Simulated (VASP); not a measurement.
# SiC (Moissanite 3C) (F-43m) in VASP: further runs

One crystal, SiC (Moissanite 3C), is run at these levels: PBE; tasks: single point, relaxation of cell and atoms.

Program: VASP 6.6.1. These are calculated values, not measurements. Logs are shortened: lines on timing, memory, paths and dates and some standing lists are left out, and cuts for length are marked.

**The experiment to reproduce.**

“Insight into the structural, elastic and electronic properties of a new orthorhombic 6O-SiC polytype”, 2020, pmc:7200658 quotes, for a bulk crystal of SiC: band gap 2.4 eV (indirect).

The runs below are set against these values where they give the same quantity.

## Step 1: The crystal as given

Symmetry: F-43m, No. 216, cubic system. Conventional cell: a = 4.358 Å, b = 4.358 Å, c = 4.358 Å, α = 90.00°, β = 90.00°, γ = 90.00°. Around Si (site symmetry -43m) lie 4 C at 1.89 Å. Around C (site symmetry -43m) lie 4 Si at 1.89 Å.

## Step 2: Single point, PBE

INCAR reads:

```
SYSTEM = SiC
PREC     = Accurate       ! precision mode
ENCUT    = 520            ! plane-wave cutoff, eV
EDIFF    = 1E-7           ! SCF threshold, eV
ISMEAR   = 0              ! smearing method
SIGMA    = 0.028999999999999998 ! smearing width, eV
LREAL    = .False.        ! projectors in reciprocal space
LASPH    = .True.         ! aspherical terms in the spheres
NELM     = 60             ! most SCF steps
ALGO     = Normal         ! electronic algorithm
ISIF     = 2              ! what is computed and relaxed
LWAVE    = .False.        ! write WAVECAR
LCHARG   = .False.        ! write CHGCAR
GGA      = PE             ! functional
NBANDS   = 11             ! bands
```

KPOINTS reads:

```
regular mesh
0
Gamma
  10 10 10
  0 0 0
```

POSCAR reads:

```
SiC
1.0
    0.0000000000      2.1790000000      2.1790000000
    2.1790000000      0.0000000000      2.1790000000
    2.1790000000      2.1790000000      0.0000000000
Si C
1 1
Direct
    0.0000000000      0.0000000000      0.0000000000
    0.7500000000      0.7500000000      0.7500000000
```

Potentials or basis: VASP PAW PBE potentials, release 64 (Si, C).

The run is started by

```
> cat potpaw_PBE.64/Si/POTCAR potpaw_PBE.64/C/POTCAR > POTCAR
> mpirun -np 1 vasp_std > vasp.out
```

OUTCAR:

```text
SYSTEM = SiC
   PREC = Accurate
   ENCUT = 520
   EDIFF = 1E-7
   ISMEAR = 0
   LREAL = .False.
   LASPH = .True.
   NELM = 60
   ISIF = 2
   GGA = PE

 ion  position               nearest neighbor table
   1  0.000  0.000  0.000-   2 1.89   2 1.89   2 1.89   2 1.89
   2  0.750  0.750  0.750-   1 1.89   1 1.89   1 1.89   1 1.89

  LATTYP: Found a face centered cubic cell.
 ALAT       =     4.3580000000

  Lattice vectors:

 A1 = (   0.0000000000,   2.1790000000,   2.1790000000)
 A2 = (   2.1790000000,   0.0000000000,   2.1790000000)
 A3 = (   2.1790000000,   2.1790000000,   0.0000000000)

Analysis of symmetry for initial positions (statically):
=====================================================================
 Subroutine PRICEL returns:
 Original cell was already a primitive cell.

 Routine SETGRP: Setting up the symmetry group for a
 face centered cubic supercell.

 Subroutine GETGRP returns: Found 24 space group operations
 (whereof 24 operations were pure point group operations)
 out of a pool of 48 trial point group operations.

The static configuration has the point symmetry T_d .

Analysis of symmetry for dynamics (positions and initial velocities):
=====================================================================
 Subroutine PRICEL returns:
 Original cell was already a primitive cell.

 Routine SETGRP: Setting up the symmetry group for a
 face centered cubic supercell.

 Subroutine GETGRP returns: Found 24 space group operations
 (whereof 24 operations were pure point group operations)
 out of a pool of 48 trial point group operations.

The dynamic configuration has the point symmetry T_d .

 Subroutine INISYM returns: Found 24 space group operations
 (whereof 24 operations are pure point group operations),
 and found     1 'primitive' translations

----------------------------------------------------------------------------------------

                                     Primitive cell

  volume of cell :      20.6920

  direct lattice vectors                    reciprocal lattice vectors
     0.000000000  2.179000000  2.179000000    -0.229463056  0.229463056  0.229463056
     2.179000000  0.000000000  2.179000000     0.229463056 -0.229463056  0.229463056
     2.179000000  2.179000000  0.000000000     0.229463056  0.229463056 -0.229463056

  length of vectors
     3.081571352  3.081571352  3.081571352     0.397441672  0.397441672  0.397441672

  position of ions in fractional coordinates (direct lattice)
     0.000000000  0.000000000  0.000000000
     0.750000000  0.750000000  0.750000000

  ion indices of the primitive-cell ions
   primitive index   ion index
                 1           1
                 2           2

----------------------------------------------------------------------------------------

 KPOINTS: regular mesh

Automatic generation of k-mesh.
 Grid dimensions read from file:
 generate k-points for:   10   10   10

 Generating k-lattice:

  Cartesian coordinates                     Fractional coordinates (reciprocal lattice)
    -0.022946306  0.022946306  0.022946306     0.100000000  0.000000000  0.000000000
     0.022946306 -0.022946306  0.022946306     0.000000000  0.100000000  0.000000000
     0.022946306  0.022946306 -0.022946306     0.000000000  0.000000000  0.100000000

  Length of vectors
     0.039744167  0.039744167  0.039744167

  Shift w.r.t. Gamma in fractional coordinates (k-lattice)
     0.000000000  0.000000000  0.000000000

 Subroutine IBZKPT returns following result:
 ===========================================

 Found     47 irreducible k-points:

 Following reciprocal coordinates:
            Coordinates               Weight
  0.000000  0.000000  0.000000      1.000000
  0.100000  0.000000  0.000000      8.000000
  0.200000  0.000000  0.000000      8.000000
  0.300000  0.000000  0.000000      8.000000
  0.400000  0.000000  0.000000      8.000000
  0.500000  0.000000  0.000000      4.000000
[... 16 lines left out ...]
  0.300000  0.300000  0.000000      6.000000
  0.400000  0.300000  0.000000     24.000000
 [... further k-points ...]
   k-points           NKPTS =     47   k-points in BZ     NKDIM =     47   number of bands    NBANDS=     11
   number of dos      NEDOS =    301   number of ions     NIONS =      2
   total plane-waves  NPLWV =  13824
   dimension x,y,z NGX =    24 NGY =   24 NGZ =   24
   dimension x,y,z NGXF=    48 NGYF=   48 NGZF=   48
   ions per type =               1   1
   NGX,Y,Z   is equivalent  to a cutoff of  12.95, 12.95, 12.95 a.u.
   NGXF,Y,Z  is equivalent  to a cutoff of  25.90, 25.90, 25.90 a.u.
 SYSTEM =  SiC
   PREC   = accura    normal or accurate (medium, high low for compatibility)
   ISTART =      0    job   : 0-new  1-cont  2-samecut
   ICHARG =      2    charge: 1-file 2-atom 10-const
   ISPIN  =      1    spin polarized calculation?
   LNONCOLLINEAR =      F non collinear calculations
   LSORBIT =      F    spin-orbit coupling
   LASPH  =      T    aspherical Exc in radial PAW
   ENCUT  =  520.0 eV  38.22 Ry    6.18 a.u.   5.73  5.73  5.73*2*pi/ulx,y,z
   NELM   =     60;   NELMIN=  2; NELMDL= -5     # of ELM steps
   EDIFF  = 0.1E-06   stopping-criterion for ELM
   LREAL  =      F    real-space projection
   EDIFFG = 0.1E-05   stopping-criterion for IOM
   NSW    =      0    number of steps for IOM
   IBRION =     -1    ionic relax: 0-MD 1-quasi-New 2-CG
   NFREE  =      0    steps in history (QN), initial steepest desc. (CG)
   ISIF   =      2    stress and relaxation
   ISYM   =      2    0-nonsym 1-usesym 2-fastsym
   POTIM  = 0.5000    time-step for ionic-motion
   TEBEG  =    0.0;   TEEND  =   0.0 temperature during run
   PSTRESS=    0.0 pullay stress
   NELECT =       8.0000    total number of electrons
   NUPDOWN=      -1.0000    fix difference up-down
   EMIN   =  10.00;   EMAX   =-10.00  energy-range for DOS
   EFERMI =   0.00;   METHOD = LEGACY
   ISMEAR =     0;   SIGMA  =   0.03  broadening in eV -4-tet -1-fermi 0-gaus
   EFERMI_NEDOS =   21; number of points for ismear=-14 and -15
   IALGO  =     38    algorithm
   IMIX   =      4    mixing-type and parameters
     AMIX     =   0.40;   BMIX     =  1.00
     AMIX_MAG =   1.60;   BMIX_MAG =  1.00
  volume/ion in A,a.u.               =      10.35        69.82
  Fermi-wavevector in a.u.,A,eV,Ry     =   1.192626  2.253736 19.352338  1.422357
  Thomas-Fermi vector in A             =   2.328660
   LORBIT       =      0    0 simple, 1 ext, 2 COOP (PROOUT), +10 PAW based schemes
   GGA     = PE    functional components
   LHFCALC =     F    Hartree Fock is set to
   AEXX    =    0.0000 exact exchange contribution
   IVDW    =     0    specifies the selected vdW correction
   LEPSILON=     F    determine dielectric tensor
   LRPA    =     F    only Hartree local field effects (RPA)
 non-spin polarized calculation
 Gauss-broadening in eV      SIGMA  =   0.03
  energy-cutoff  :      520.00
  volume of cell :       20.69
 maximum number of plane-waves:       568
   NGX = 11   NGY = 11   NGZ = 11

 number of electron       8.0000001 magnetization

 Free energy of the ion-electron system (eV)
  ---------------------------------------------------
  ext. energy  EPLUGINS =         0.00000000
  ---------------------------------------------------
  free energy    TOTEN  =       -15.05771946 eV

  energy without entropy =      -15.05771946  energy(sigma->0) =      -15.05771946

 E-fermi :   8.2848     XC(G=0): -11.3562

 val. band max:        8.1069535070   @ k =   0.0000   0.0000   0.0000
 cond. band min:       9.4639247754   @ k =   0.5000   0.5000   0.0000
 fundamental gap:      1.3569712684
 Fermi energy:         8.2847507741

 k-point     1 :       0.0000    0.0000    0.0000
  band No.  band energies     occupation
      1      -7.2963      2.00000
      2       8.1070      2.00000
      3       8.1070      2.00000
      4       8.1070      2.00000
      5      14.3409      0.00000
      6      15.4144      0.00000
      7      15.4144      0.00000
      8      15.4144      0.00000
      9      22.6135      0.00000
     10      22.6135      0.00000
     11      24.5878      0.00000

 k-point     2 :       0.1000    0.0000    0.0000
  band No.  band energies     occupation
      1      -7.1010      2.00000
      2       7.0986      2.00000
      3       7.9733      2.00000
      4       7.9733      2.00000
      5      14.6021      0.00000
      6      15.6576      0.00000
      7      15.6576      0.00000
      8      15.6889      0.00000
      9      21.6672      0.00000
     10      21.6672      0.00000
     11      24.3909      0.00000

 k-point     3 :       0.2000    0.0000    0.0000
  band No.  band energies     occupation
      1      -6.5235      2.00000
      2       4.9795      2.00000
      3       7.6665      2.00000
      4       7.6665      2.00000
      5      14.3120      0.00000
      6      16.0169      0.00000
      7      16.0169      0.00000
      8      16.8902      0.00000
      9      21.0035      0.00000
     10      21.0035      0.00000
     11      23.5029      0.00000

 k-point     4 :       0.3000    0.0000    0.0000
  band No.  band energies     occupation
      1      -5.5998      2.00000
      2       2.6675      2.00000
      3       7.3506      2.00000
      4       7.3506      2.00000
      5      13.9028      0.00000
      6      15.8792      0.00000
      7      15.8792      0.00000
      8      17.8631      0.00000
      9      21.8246      0.00000
     10      21.8246      0.00000
     11      23.2387      0.00000
[... 239 lines left out ...]
 k-point    22 :      -0.2000    0.2000    0.0000
  band No.  band energies     occupation
      1      -5.2898      2.00000
      2       3.3070      2.00000
      3       4.8905      2.00000
      4       7.4598      2.00000
      5      14.6694      0.00000
      6      16.1137      0.00000
      7      16.4854      0.00000
      8      17.2675      0.00000
      9      19.6348      0.00000
     10      23.5316      0.00000
     11      27.2645      0.00000

 k-point    23 :       0.3000    0.3000    0.0000
  band No.  band energies     occupation
      1      -5.0240      2.00000
      2       3.7491      2.00000
      3       5.7448      2.00000
      4       5.7448      2.00000
      5      11.2752      0.00000
      6      13.7202      0.00000
      7      19.6414      0.00000
      8      19.6414      0.00000
      9      20.5206      0.00000
     10      25.1981      0.00000
     11      29.7893      0.00000

 k-point    24 :       0.4000    0.3000    0.0000
  band No.  band energies     occupation
      1      -4.1553      2.00000
      2       2.5270      2.00000
      3       4.9559      2.00000
      4       5.4825      2.00000
      5      10.9768      0.00000
      6      13.7316      0.00000
      7      19.7292      0.00000
      8      20.0394      0.00000
      9      21.8759      0.00000
     10      26.1841      0.00000
     11      29.3670      0.00000

 [... further k-points ...]

------------------------ aborting loop because EDIFF is reached ----------------------------------------

  FORCE on cell =-STRESS in cart. coord.  units (eV):
  Direction    XX          YY          ZZ          XY          YZ          ZX
  --------------------------------------------------------------------------------------
  -------------------------------------------------------------------------------------
  Total        0.4147601      0.4147601      0.4147601      0.0000000     -0.0000000      0.0000000
  in kB       32.1148507     32.1148507     32.1148507      0.0000000     -0.0000000      0.0000000
  external PRESSURE =      32.1148507 kB  Pullay stress =       0.0000000 kB

 VOLUME and BASIS-vectors are now :
 -----------------------------------------------------------------------------
  energy-cutoff  :      520.00
  volume of cell :       20.69
      direct lattice vectors                 reciprocal lattice vectors
     0.000000000  2.179000000  2.179000000    -0.229463056  0.229463056  0.229463056
     2.179000000  0.000000000  2.179000000     0.229463056 -0.229463056  0.229463056
     2.179000000  2.179000000  0.000000000     0.229463056  0.229463056 -0.229463056

 POSITION                                       TOTAL-FORCE (eV/Angst)
 -----------------------------------------------------------------------------------
      0.00000      0.00000      0.00000        -0.000000     -0.000000     -0.000000
      3.26850      3.26850      3.26850         0.000000      0.000000      0.000000
 -----------------------------------------------------------------------------------
    total drift:                               -0.000000     -0.000000     -0.000000

  FREE ENERGIE OF THE ION-ELECTRON SYSTEM (eV)
  ---------------------------------------------------
  free  energy   TOTEN  =       -15.0577194602 eV

  energy  without entropy=      -15.0577194602  energy(sigma->0) =      -15.05771946
```

It took 21 s on 1 thread of AMD EPYC, shared host; peak memory 0.1 GiB.

Results:

```
Free energy            : -15.0577 eV
Pressure               : 3.2 GPa
Band gap on the k mesh : 1.36 eV, indirect (least direct gap 4.54 eV)
```

## Step 3: Relaxation of cell and atoms, PBE

INCAR reads:

```
SYSTEM = SiC
ALGO     = Fast           ! electronic algorithm
EDIFF    = 1E-6           ! SCF threshold, eV
EDIFFG   = -0.01          ! ionic threshold
ENCUT    = 580            ! plane-wave cutoff, eV
GGA      = PE             ! functional
IBRION   = 2              ! ionic algorithm
ISIF     = 3              ! what is computed and relaxed
ISMEAR   = -1             ! smearing method
LASPH    = .TRUE.         ! aspherical terms in the spheres
LCHARG   = .FALSE.        ! write CHGCAR
LREAL    = .FALSE.        ! projectors in reciprocal space
LWAVE    = .FALSE.        ! write WAVECAR
NELM     = 100            ! most SCF steps
NSW      = 40             ! ionic steps
PREC     = Accurate       ! precision mode
SIGMA    = 0.05           ! smearing width, eV
```

KPOINTS reads:

```
k-points
0
G
  10 10 10
  0 0 0
```

POSCAR is that of step 2.

Potentials or basis: VASP PAW PBE potentials, release 64 (Si, C).

The run is started by

```
> cat potpaw_PBE.64/Si/POTCAR potpaw_PBE.64/C/POTCAR > POTCAR
> mpirun -np 1 vasp_std > vasp.out
```

It took 33 s on 1 thread of AMD EPYC, shared host; peak memory 0.1 GiB.

The run converged. Its results:

| Property | Result |
| --- | --- |
| Free energy | -15.0614 eV |
| Relaxed volume | 10.49 Å³/atom |
| Relaxed cell | a = 3.096 Å, b = 3.096 Å, c = 3.096 Å, α = 60.00°, β = 60.00°, γ = 60.00° |
| Space group after relaxing (to 0.05 Å) | F-43m (No. 216) |
| Energy gained by relaxing | 1.4 meV/atom |
| Ionic steps | 3 |
| Pressure after relaxing | 0.0 GPa |
| Band gap on the k mesh | 1.37 eV, indirect (least direct gap 4.53 eV) |

Step by step:
```tsv
step	energy change (eV)	largest force (eV/Å)	pressure (GPa)	volume (Å³)
1	0.0000	0.0000	3.11	20.69
2	0.0001	0.0000	-3.05	21.30
3	-0.0028	0.0000	0.00	20.99
```

Final structure:
```cif
data_structure
_symmetry_space_group_name_H-M 'P 1'
_symmetry_Int_Tables_number 1
_cell_length_a 3.0963
_cell_length_b 3.0963
_cell_length_c 3.0963
_cell_angle_alpha 60.000
_cell_angle_beta 60.000
_cell_angle_gamma 60.000
_cell_volume 20.99
loop_
_atom_site_label
_atom_site_type_symbol
_atom_site_fract_x
_atom_site_fract_y
_atom_site_fract_z
_atom_site_occupancy
Si1 Si 0.00000 0.00000 0.00000 1
C1 C 0.75000 0.75000 0.75000 1
```

Levels at points of the mesh, in eV from the valence-band top:
| k point | band 2 | band 3 | band 4 | band 5 | band 6 | band 7 |
| --- | --- | --- | --- | --- | --- | --- |
| (0.00, 0.00, 0.00) | 0.00 | 0.00 | 0.00 | 6.07 | 7.21 | 7.21 |
| (0.50, 0.00, 0.00) | -8.46 | -1.05 | -1.05 | 5.31 | 7.17 | 7.17 |
| (0.50, 0.50, 0.00) | -7.75 | -3.16 | -3.16 | 1.37 | 4.27 | 13.87 |

## Step 4: For comparison

An earlier run on the cell as given: functional PBE; potentials or basis VASP PAW PBE potentials, release 64 (Si, C); cutoff 520 eV; k mesh 10 × 10 × 10; occupations fermi-dirac, width 0.05 eV; no spin polarisation.

* Pressure: 3.2 GPa
* Band gap on the k mesh: 1.36 eV, indirect (least direct gap 4.54 eV)

## Step 5: The runs side by side

| task | cell | cutoff (eV) | smearing | gap on the mesh (eV) | pressure (GPa) |
| --- | --- | --- | --- | --- | --- |
| single point | as given | 520 | gaussian 0.029 eV | 1.36 | 3.2 |
| relaxation of cell and atoms | relaxed | 580 | fermi-dirac 0.05 eV | 1.37 | 0.0 |
| single point | as given | 520 | fermi-dirac 0.05 eV | 1.36 | 3.2 |

Alike in all rows: level PBE; potentials or basis VASP PAW PBE potentials, release 64 (Si, C); no spin polarisation; k mesh 10 × 10 × 10.

Absolute energies hang on the potentials; compare differences alone.

## Step 6: Against experiment

Step 2. Against the measured gap of SiC, 2.4 eV (indirect; quoted in “Insight into the structural, elastic and electronic properties of a new orthorhombic 6O-SiC polytype”, 2020, pmc:7200658), the calculated 1.36 eV is off by -1.04 eV. The value is that of PBE on a finite k mesh, which can miss the band edges, without temperature or zero-point motion. Semilocal functionals fall short of measured gaps as a rule.
